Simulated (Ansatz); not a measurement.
**AlRu: a sweep of the k mesh**

How much do the results for AlRu depend on the k mesh?

Method: DFT PBE, with the methods named in each step, in Ansatz 0.2.0.

### Step 1. The starting structure

Symmetry: Pm-3m, No. 221, cubic system. Conventional cell: a = 2.992 Å, b = 2.992 Å, c = 2.992 Å, α = 90.00°, β = 90.00°, γ = 90.00°. Al (site symmetry m-3m) has 8 Ru at 2.59 Å as nearest neighbours. Ru (site symmetry m-3m) is surrounded by 8 Al at 2.59 Å.

Coordinates:

```cif
data_structure
_symmetry_space_group_name_H-M 'P 1'
_symmetry_Int_Tables_number 1
_cell_length_a 2.9916
_cell_length_b 2.9916
_cell_length_c 2.9916
_cell_angle_alpha 90.000
_cell_angle_beta 90.000
_cell_angle_gamma 90.000
_cell_volume 26.77
loop_
_atom_site_label
_atom_site_type_symbol
_atom_site_fract_x
_atom_site_fract_y
_atom_site_fract_z
_atom_site_occupancy
Al1 Al 0.00000 0.00000 0.00000 1
Ru1 Ru 0.50000 0.50000 0.50000 1
```

The cell comes from a crystallographic database entry that wasn't checked; take it as a given geometry, which may be far from equilibrium.

Atoms are numbered in the order of the input: Al1, Ru2.

### Step 2. With k mesh [4, 4, 4]

File input.yaml:

```yaml
crystal:
  lattice:
    - [2.9916, 0.0, 0.0]
    - [0.0, 2.9916, 0.0]
    - [0.0, 0.0, 2.9916]
  atoms:
    - { symbol: Al, position: [0.0, 0.0, 0.0] }
    - { symbol: Ru, position: [0.5, 0.5, 0.5] }
kpoints:
  mp_grid: { grid: [4, 4, 4] }
scf:
  occupations: { method: fermi_dirac, width: 0.08 }
hamiltonian:
  xc: pbe
  pseudopotentials: { kind: all_electron, lapw: { basis_error: 0.0005 } }
output:
  forces: true
  stress: true
  eigenvalues: true
```

The program printed (excerpt; [...] marks lines left out):

```text
LAPW: plane waves up to 8.275 Å⁻¹, error target 5.0e-4 eV per atom; small_component_spin mean_spin; Al in spheres of 1.174 Å, 11 of its electrons in bands, Dirac shells []; Ru in spheres of 1.417 Å, 26 of its electrons in bands, Dirac shells []
[...]
Pseudopotentials: kind: all_electron
Pseudopotential: Al, LAPW, valence charge 11, Koelling and Harmon's equation, gaussian nucleus
Pseudopotential: Ru, LAPW, valence charge 26, Koelling and Harmon's equation, gaussian nucleus
Functional definition: PBE
[...]
Crystal: 2 atoms, lattice volume = 26.774 Å³
Basis set: ecut = 260.863669719937 eV, 251 PW (Γ), exchange–correlation at level 2
Bands: 23, of which v1, the nominal top of the filled ones, is band 19 counted from 1 (18 counted from 0)
Symmetry: 48 space group operations
Space group: Pm-3m (ITA 221), of the structure as read, at distance tolerance 3.0e-5 Å
k-points: 10 of 64
[...]
SCF iter   1: F=—  HF=-129904.812486 eV  |F-HF|=—  |Δ(HF+E_count)|=         —  Δρ=3.39e-2  dr2=2.37e-1  ethr=6.35e-4  ⟨swp⟩=2.6  Hψ=1538  notcnv=0
[...]
the basis was enlarged: its passes take 1.3 MiB over the memory plan, 1 of 1 planned eigensolver slots
[...]
SCF iter   7: F=-129904.252229 eV  HF=-129904.252229 eV  |F-HF|=4.64e-9  |Δ(HF+E_count)|=   1.09e-7  Δρ=5.36e-6  dr2=5.17e-9  ethr=2.12e-10  ⟨swp⟩=3.1  Hψ=685  notcnv=0
[...]
SCF converged after 7 iterations
Free energy (F): -129904.252229 eV
[...]
E sigma→0 (E₀):  -129904.242839 eV
Entropy (-TS):   -0.018780 eV (-9.390 meV/atom)
Fermi energy:    18.793786 eV
[...]
--- Forces (eV/Å), atoms counted from 1 ---
  atom   1  Al    -0.00000000     0.00000000     0.00000000
  atom   2  Ru     0.00000000     0.00000000     0.00000000
[...]
--- Stress (GPa, compression-positive) ---
        0.292065       0.000000      -0.000000
        0.000000       0.292065       0.000000
       -0.000000       0.000000       0.292065
  P = ⅓ Tr σ = 0.2921 GPa (2.921 kbar)
--- Band table (eV; the first three rows and the last of 10) ---
  k-point 0: bands = ["-250.0810", "-250.0810", "-250.0406", "-250.0406", "-250.0406", "-83.7502", "-53.3192", "-45.2093", "-45.2093", "-45.2093", "-23.2719", "-23.2719", "-23.2719", "8.7343", "14.8730", "14.8730", "18.6386", "18.6386", "18.6386", "24.4742", "24.4742", "24.4742", "29.3838"]
[...]
```

Wall time 2.5 s (1 thread, shared host).

In short: pressure 0.29 GPa; no gap.

### Step 3. With k mesh [4, 4, 4], PAW files

Edit input.yaml of step 2 so:

```diff
@@ -14,3 +14,3 @@
   xc: pbe
-  pseudopotentials: { kind: all_electron, lapw: { basis_error: 0.0005 } }
+  pseudopotentials: { kind: paw }
 output:
@@ -19 +19,2 @@
   eigenvalues: true
+  efg: { contact_densities: true }
```

The program printed (excerpt; [...] marks lines left out):

```text
Ru: output.efg is read without spin–orbit coupling, which moves field gradients at and beside such atoms by some per cent and up to a factor of two; PAW files take it under magnetization.noncollinear and magnetization.spin_orbit
[...]
Pseudopotentials: kind: paw
Pseudopotential: Al, paw, valence charge 3, recommended cutoff 420 eV (normal)
Pseudopotential: Ru, paw, valence charge 16, recommended cutoff 420 eV (normal)
Functional definition: PBE
[...]
Crystal: 2 atoms, lattice volume = 26.774 Å³
Basis set: ecut = 420 eV, 485 PW (Γ), exchange–correlation on 40×40×40 points (8 copies of the dense FFT grid, shifted against one another)
Bands: 14, of which v1, the nominal top of the filled ones, is band 10 counted from 1 (9 counted from 0)
Symmetry: 48 space group operations
Space group: Pm-3m (ITA 221), of the structure as read, at distance tolerance 3.0e-5 Å
k-points: 10 of 64
[...]
--- Forces (eV/Å), atoms counted from 1 ---
  atom   1  Al    -0.00000000    -0.00000000     0.00000000
  atom   2  Ru     0.00000000    -0.00000000    -0.00000000
[...]
--- Stress (GPa, compression-positive) ---
        0.346296      -0.000000       0.000000
        0.000000       0.346296       0.000000
       -0.000000       0.000000       0.346296
  P = ⅓ Tr σ = 0.3463 GPa (3.463 kbar)
--- PAW observables at the nuclei: V_zz in 10²¹ V/m², potentials from the cell's mean, atoms counted from 1 ---
  atom   1  Al V_zz =    -0.000000   η = 0.0000   by run symmetry: forbidden
            electrostatic potential = -1239.496887 V   contact ρ = 10083.335944 e/Å³
  atom   2  Ru V_zz =    -0.000000   η = 0.0000   by run symmetry: forbidden
            electrostatic potential = -6799.337480 V   contact ρ = 719474.051108 e/Å³
--- Band table (eV; the first three rows and the last of 10) ---
  k-point 0: bands = ["-55.6084", "-25.5629", "-25.5629", "-25.5629", "6.4523", "12.5832", "12.5832", "16.3482", "16.3482", "16.3482", "22.1933", "22.1933", "22.1933", "27.0493"]
[...]
```

Wall time 1.6 s (1 thread, shared host).

This run gives: pressure 0.35 GPa; no gap.

### Step 4. With k mesh [7, 7, 7]

Edit input.yaml of step 3 so:

```diff
@@ -9,3 +9,3 @@
 kpoints:
-  mp_grid: { grid: [4, 4, 4] }
+  mp_grid: { grid: [7, 7, 7] }
 scf:
@@ -14,3 +14,3 @@
   xc: pbe
-  pseudopotentials: { kind: paw }
+  pseudopotentials: { kind: all_electron, lapw: { basis_error: 0.0005 } }
 output:
@@ -19,2 +19 @@
   eigenvalues: true
-  efg: { contact_densities: true }
```

The program printed (excerpt; [...] marks lines left out):

```text
LAPW: plane waves up to 8.275 Å⁻¹, error target 5.0e-4 eV per atom; small_component_spin mean_spin; Al in spheres of 1.174 Å, 11 of its electrons in bands, Dirac shells []; Ru in spheres of 1.417 Å, 26 of its electrons in bands, Dirac shells []
[...]
Pseudopotentials: kind: all_electron
Pseudopotential: Al, LAPW, valence charge 11, Koelling and Harmon's equation, gaussian nucleus
Pseudopotential: Ru, LAPW, valence charge 26, Koelling and Harmon's equation, gaussian nucleus
Functional definition: PBE
[...]
Crystal: 2 atoms, lattice volume = 26.774 Å³
Basis set: ecut = 260.863669719937 eV, 251 PW (Γ), exchange–correlation at level 2
Bands: 23, of which v1, the nominal top of the filled ones, is band 19 counted from 1 (18 counted from 0)
Symmetry: 48 space group operations
Space group: Pm-3m (ITA 221), of the structure as read, at distance tolerance 3.0e-5 Å
k-points: 20 of 343
[...]
the basis was enlarged: its passes take 1.2 MiB over the memory plan, 1 of 1 planned eigensolver slots
[...]
SCF iter   7: F=-129904.011148 eV  HF=-129904.011148 eV  |F-HF|=1.50e-9  |Δ(HF+E_count)|=   5.09e-8  Δρ=2.63e-6  dr2=1.64e-9  ethr=1.32e-10  ⟨swp⟩=2.5  Hψ=1337  notcnv=0
[...]
SCF converged after 7 iterations
Free energy (F): -129904.011148 eV
[...]
E sigma→0 (E₀):  -129903.992235 eV
Entropy (-TS):   -0.037826 eV (-18.913 meV/atom)
Fermi energy:    18.439722 eV
[...]
--- Forces (eV/Å), atoms counted from 1 ---
  atom   1  Al    -0.00000000    -0.00000000    -0.00000000
  atom   2  Ru     0.00000000     0.00000000     0.00000000
[...]
--- Stress (GPa, compression-positive) ---
        2.584771      -0.000000       0.000000
       -0.000000       2.584771       0.000000
        0.000000       0.000000       2.584771
  P = ⅓ Tr σ = 2.5848 GPa (25.848 kbar)
--- Band table (eV; the first three rows and the last of 20) ---
[... band rows left out ...]
[...]
```

Run time: 3.8 s. Hardware: 1 thread, shared host.

This run gives: pressure 2.58 GPa; no gap.

### Step 5. With k mesh [7, 7, 7], PAW files

Edit input.yaml of step 4 so:

```diff
@@ -14,3 +14,3 @@
   xc: pbe
-  pseudopotentials: { kind: all_electron, lapw: { basis_error: 0.0005 } }
+  pseudopotentials: { kind: paw }
 output:
@@ -19 +19,2 @@
   eigenvalues: true
+  efg: { contact_densities: true }
```

The program printed (excerpt; [...] marks lines left out):

```text
Ru: output.efg is read without spin–orbit coupling, which moves field gradients at and beside such atoms by some per cent and up to a factor of two; PAW files take it under magnetization.noncollinear and magnetization.spin_orbit
[...]
Pseudopotentials: kind: paw
Pseudopotential: Al, paw, valence charge 3, recommended cutoff 420 eV (normal)
Pseudopotential: Ru, paw, valence charge 16, recommended cutoff 420 eV (normal)
Functional definition: PBE
[...]
Crystal: 2 atoms, lattice volume = 26.774 Å³
Basis set: ecut = 420 eV, 485 PW (Γ), exchange–correlation on 40×40×40 points (8 copies of the dense FFT grid, shifted against one another)
Bands: 14, of which v1, the nominal top of the filled ones, is band 10 counted from 1 (9 counted from 0)
Symmetry: 48 space group operations
Space group: Pm-3m (ITA 221), of the structure as read, at distance tolerance 3.0e-5 Å
k-points: 20 of 343
[...]
--- Forces (eV/Å), atoms counted from 1 ---
  atom   1  Al    -0.00000000     0.00000000     0.00000000
  atom   2  Ru     0.00000000     0.00000000     0.00000000
[...]
--- Stress (GPa, compression-positive) ---
        2.641580      -0.000000       0.000000
       -0.000000       2.641580       0.000000
       -0.000000       0.000000       2.641580
  P = ⅓ Tr σ = 2.6416 GPa (26.416 kbar)
--- PAW observables at the nuclei: V_zz in 10²¹ V/m², potentials from the cell's mean, atoms counted from 1 ---
  atom   1  Al V_zz =    -0.000000   η = 0.0000   by run symmetry: forbidden
            electrostatic potential = -1239.564409 V   contact ρ = 10083.347774 e/Å³
  atom   2  Ru V_zz =    +0.000000   η = 0.0000   by run symmetry: forbidden
            electrostatic potential = -6799.298512 V   contact ρ = 719472.950614 e/Å³
--- Band table (eV; the first three rows and the last of 20) ---
  k-point 0: bands = ["-55.6728", "-25.6246", "-25.6246", "-25.6246", "6.4561", "12.5507", "12.5507", "16.3000", "16.3000", "16.3000", "22.1996", "22.1996", "22.1996", "27.0478"]
[...]
```

It took 1.6 s on 1 thread, shared host.

In short: pressure 2.64 GPa; no gap.

### Step 6. With k mesh [10, 10, 10]

Edit input.yaml of step 5 so:

```diff
@@ -9,3 +9,3 @@
 kpoints:
-  mp_grid: { grid: [7, 7, 7] }
+  mp_grid: { grid: [10, 10, 10] }
 scf:
@@ -14,3 +14,3 @@
   xc: pbe
-  pseudopotentials: { kind: paw }
+  pseudopotentials: { kind: all_electron, lapw: { basis_error: 0.0005 } }
 output:
@@ -19,2 +19 @@
   eigenvalues: true
-  efg: { contact_densities: true }
```

The program printed (excerpt; [...] marks lines left out):

```text
LAPW: plane waves up to 8.275 Å⁻¹, error target 5.0e-4 eV per atom; small_component_spin mean_spin; Al in spheres of 1.174 Å, 11 of its electrons in bands, Dirac shells []; Ru in spheres of 1.417 Å, 26 of its electrons in bands, Dirac shells []
[...]
Pseudopotentials: kind: all_electron
Pseudopotential: Al, LAPW, valence charge 11, Koelling and Harmon's equation, gaussian nucleus
Pseudopotential: Ru, LAPW, valence charge 26, Koelling and Harmon's equation, gaussian nucleus
Functional definition: PBE
[...]
Crystal: 2 atoms, lattice volume = 26.774 Å³
Basis set: ecut = 260.863669719937 eV, 251 PW (Γ), exchange–correlation at level 2
Bands: 23, of which v1, the nominal top of the filled ones, is band 19 counted from 1 (18 counted from 0)
Symmetry: 48 space group operations
Space group: Pm-3m (ITA 221), of the structure as read, at distance tolerance 3.0e-5 Å
k-points: 56 of 1000
[...]
the basis was enlarged: its passes take 1.2 MiB over the memory plan, 1 of 1 planned eigensolver slots
[...]
SCF iter   7: F=-129904.002717 eV  HF=-129904.002717 eV  |F-HF|=2.12e-8  |Δ(HF+E_count)|=   4.95e-8  Δρ=4.02e-6  dr2=4.63e-9  ethr=1.87e-10  ⟨swp⟩=2.7  Hψ=3734  notcnv=0
[...]
SCF converged after 7 iterations
Free energy (F): -129904.002717 eV
[...]
E sigma→0 (E₀):  -129903.985964 eV
Entropy (-TS):   -0.033507 eV (-16.753 meV/atom)
Fermi energy:    18.430174 eV
[...]
--- Forces (eV/Å), atoms counted from 1 ---
  atom   1  Al    -0.00000000     0.00000000     0.00000000
  atom   2  Ru     0.00000000    -0.00000000     0.00000000
[...]
--- Stress (GPa, compression-positive) ---
        2.619368      -0.000000       0.000000
       -0.000000       2.619368       0.000000
        0.000000       0.000000       2.619368
  P = ⅓ Tr σ = 2.6194 GPa (26.194 kbar)
--- Band table (eV; the first three rows and the last of 56) ---
[... band rows left out ...]
[...]
```

It took 8.5 s on 1 thread, shared host.

Result: pressure 2.62 GPa; no gap.

### Step 7. With k mesh [10, 10, 10], PAW files

Edit input.yaml of step 6 so:

```diff
@@ -14,3 +14,3 @@
   xc: pbe
-  pseudopotentials: { kind: all_electron, lapw: { basis_error: 0.0005 } }
+  pseudopotentials: { kind: paw }
 output:
@@ -19 +19,2 @@
   eigenvalues: true
+  efg: { contact_densities: true }
```

The program printed (excerpt; [...] marks lines left out):

```text
Ru: output.efg is read without spin–orbit coupling, which moves field gradients at and beside such atoms by some per cent and up to a factor of two; PAW files take it under magnetization.noncollinear and magnetization.spin_orbit
[...]
Pseudopotentials: kind: paw
Pseudopotential: Al, paw, valence charge 3, recommended cutoff 420 eV (normal)
Pseudopotential: Ru, paw, valence charge 16, recommended cutoff 420 eV (normal)
Functional definition: PBE
[...]
Crystal: 2 atoms, lattice volume = 26.774 Å³
Basis set: ecut = 420 eV, 485 PW (Γ), exchange–correlation on 40×40×40 points (8 copies of the dense FFT grid, shifted against one another)
Bands: 14, of which v1, the nominal top of the filled ones, is band 10 counted from 1 (9 counted from 0)
Symmetry: 48 space group operations
Space group: Pm-3m (ITA 221), of the structure as read, at distance tolerance 3.0e-5 Å
k-points: 56 of 1000
[...]
--- Forces (eV/Å), atoms counted from 1 ---
  atom   1  Al    -0.00000000    -0.00000000    -0.00000000
  atom   2  Ru     0.00000000     0.00000000     0.00000000
[...]
--- Stress (GPa, compression-positive) ---
        2.676691      -0.000000      -0.000000
       -0.000000       2.676691      -0.000000
       -0.000000       0.000000       2.676691
  P = ⅓ Tr σ = 2.6767 GPa (26.767 kbar)
--- PAW observables at the nuclei: V_zz in 10²¹ V/m², potentials from the cell's mean, atoms counted from 1 ---
  atom   1  Al V_zz =    -0.000000   η = 0.0000   by run symmetry: forbidden
            electrostatic potential = -1239.572698 V   contact ρ = 10083.304484 e/Å³
  atom   2  Ru V_zz =    -0.000000   η = 0.0000   by run symmetry: forbidden
            electrostatic potential = -6799.286945 V   contact ρ = 719472.766067 e/Å³
--- Band table (eV; the first three rows and the last of 56) ---
  k-point 0: bands = ["-55.6848", "-25.6360", "-25.6360", "-25.6360", "6.4569", "12.5448", "12.5448", "16.2913", "16.2913", "16.2913", "22.2007", "22.2007", "22.2007", "27.0474"]
[...]
```

Wall time 2.1 s (1 thread, shared host).

This run gives: pressure 2.68 GPa; no gap.

### Step 8. With k mesh [20, 20, 20]

Edit input.yaml of step 7 so:

```diff
@@ -9,3 +9,3 @@
 kpoints:
-  mp_grid: { grid: [10, 10, 10] }
+  mp_grid: { grid: [20, 20, 20] }
 scf:
@@ -14,3 +14,3 @@
   xc: pbe
-  pseudopotentials: { kind: paw }
+  pseudopotentials: { kind: all_electron, lapw: { basis_error: 0.0005 } }
 output:
@@ -19,2 +19 @@
   eigenvalues: true
-  efg: { contact_densities: true }
```

The program printed (excerpt; [...] marks lines left out):

```text
LAPW: plane waves up to 8.275 Å⁻¹, error target 5.0e-4 eV per atom; small_component_spin mean_spin; Al in spheres of 1.174 Å, 11 of its electrons in bands, Dirac shells []; Ru in spheres of 1.417 Å, 26 of its electrons in bands, Dirac shells []
[...]
Pseudopotentials: kind: all_electron
Pseudopotential: Al, LAPW, valence charge 11, Koelling and Harmon's equation, gaussian nucleus
Pseudopotential: Ru, LAPW, valence charge 26, Koelling and Harmon's equation, gaussian nucleus
Functional definition: PBE
[...]
Crystal: 2 atoms, lattice volume = 26.774 Å³
Basis set: ecut = 260.863669719937 eV, 251 PW (Γ), exchange–correlation at level 2
Bands: 23, of which v1, the nominal top of the filled ones, is band 19 counted from 1 (18 counted from 0)
Symmetry: 48 space group operations
Space group: Pm-3m (ITA 221), of the structure as read, at distance tolerance 3.0e-5 Å
k-points: 286 of 8000
[...]
the basis was enlarged: its passes take 1.1 MiB over the memory plan, 1 of 1 planned eigensolver slots
[...]
SCF iter   6: F=-129903.998373 eV  HF=-129903.998373 eV  |F-HF|=6.74e-8  |Δ(HF+E_count)|=   1.67e-6  Δρ=1.89e-5  dr2=3.87e-8  ethr=1.19e-8  ⟨swp⟩=2.1  Hψ=18565  notcnv=0
[...]
SCF converged after 6 iterations
Free energy (F): -129903.998373 eV
[...]
E sigma→0 (E₀):  -129903.981281 eV
Entropy (-TS):   -0.034186 eV (-17.093 meV/atom)
Fermi energy:    18.406391 eV
[...]
--- Forces (eV/Å), atoms counted from 1 ---
  atom   1  Al     0.00000000    -0.00000000     0.00000000
  atom   2  Ru     0.00000000    -0.00000000    -0.00000000
[...]
--- Stress (GPa, compression-positive) ---
        2.615345      -0.000000       0.000000
       -0.000000       2.615345       0.000000
        0.000000       0.000000       2.615345
  P = ⅓ Tr σ = 2.6153 GPa (26.153 kbar)
--- Band table (eV; the first three rows and the last of 286) ---
[... band rows left out ...]
[...]
```

Wall time 36 s (1 thread, shared host).

This run gives: pressure 2.62 GPa; no gap.

### Step 9. With k mesh [20, 20, 20], PAW files

Edit input.yaml of step 8 so:

```diff
@@ -14,3 +14,3 @@
   xc: pbe
-  pseudopotentials: { kind: all_electron, lapw: { basis_error: 0.0005 } }
+  pseudopotentials: { kind: paw }
 output:
@@ -19 +19,2 @@
   eigenvalues: true
+  efg: { contact_densities: true }
```

The program printed (excerpt; [...] marks lines left out):

```text
Ru: output.efg is read without spin–orbit coupling, which moves field gradients at and beside such atoms by some per cent and up to a factor of two; PAW files take it under magnetization.noncollinear and magnetization.spin_orbit
[...]
Pseudopotentials: kind: paw
Pseudopotential: Al, paw, valence charge 3, recommended cutoff 420 eV (normal)
Pseudopotential: Ru, paw, valence charge 16, recommended cutoff 420 eV (normal)
Functional definition: PBE
[...]
Crystal: 2 atoms, lattice volume = 26.774 Å³
Basis set: ecut = 420 eV, 485 PW (Γ), exchange–correlation on 40×40×40 points (8 copies of the dense FFT grid, shifted against one another)
Bands: 14, of which v1, the nominal top of the filled ones, is band 10 counted from 1 (9 counted from 0)
Symmetry: 48 space group operations
Space group: Pm-3m (ITA 221), of the structure as read, at distance tolerance 3.0e-5 Å
k-points: 286 of 8000
[...]
--- Forces (eV/Å), atoms counted from 1 ---
  atom   1  Al    -0.00000000     0.00000000     0.00000000
  atom   2  Ru     0.00000000     0.00000000     0.00000000
[...]
--- Stress (GPa, compression-positive) ---
        2.671112       0.000000       0.000000
        0.000000       2.671112       0.000000
        0.000000       0.000000       2.671112
  P = ⅓ Tr σ = 2.6711 GPa (26.711 kbar)
--- PAW observables at the nuclei: V_zz in 10²¹ V/m², potentials from the cell's mean, atoms counted from 1 ---
  atom   1  Al V_zz =    +0.000000   η = 0.0000   by run symmetry: forbidden
            electrostatic potential = -1239.558570 V   contact ρ = 10083.314059 e/Å³
  atom   2  Ru V_zz =    -0.000000   η = 0.0000   by run symmetry: forbidden
            electrostatic potential = -6799.291168 V   contact ρ = 719473.055502 e/Å³
--- Band table (eV; the first three rows and the last of 286) ---
  k-point 0: bands = ["-55.6817", "-25.6330", "-25.6330", "-25.6330", "6.4558", "12.5490", "12.5490", "16.2926", "16.2926", "16.2926", "22.1984", "22.1984", "22.1984", "27.0466"]
[...]
```

Wall time 4.9 s (1 thread, shared host).

In short: pressure 2.67 GPa; no gap.

### Step 10. The sweep in one table

```
        k mesh  energy from the last row of the method (meV/atom)  pressure (GPa)  SCF cycles, all passes   time
   4×4×4, LAPW                                            -130.78            0.29                       7  2.5 s
    4×4×4, PAW                                            -130.83            0.35                       6  1.6 s
   7×7×7, LAPW                                              -5.48            2.58                       7  3.8 s
    7×7×7, PAW                                              -5.46            2.64                       6  1.6 s
10×10×10, LAPW                                              -2.34            2.62                       7  8.5 s
 10×10×10, PAW                                              -2.31            2.68                       6  2.1 s
20×20×20, LAPW                                               0.00            2.62                       6   36 s
 20×20×20, PAW                                               0.00            2.67                       6  4.9 s
```

Energies are those extrapolated to zero smearing.

### Step 11. Summary of results

```
                              quantity                       value
energy error of the loosest run (LAPW)             -130.8 meV/atom
                within 1 meV/atom from  no run before the tightest
    pressure, lowest to highest (LAPW)            0.29 to 2.62 GPa
```

The loosest usable run is off by 130.8 meV/atom from the tightest; even the run before the tightest is more than 1 meV/atom away, so the sweep hasn't shown convergence. Without a gap the Fermi surface must be resolved, so the energy converges slowly and unevenly with the mesh. The pressure spans 2.33 GPa (LAPW). The tightest run took 36 s against 2.5 s for the loosest.
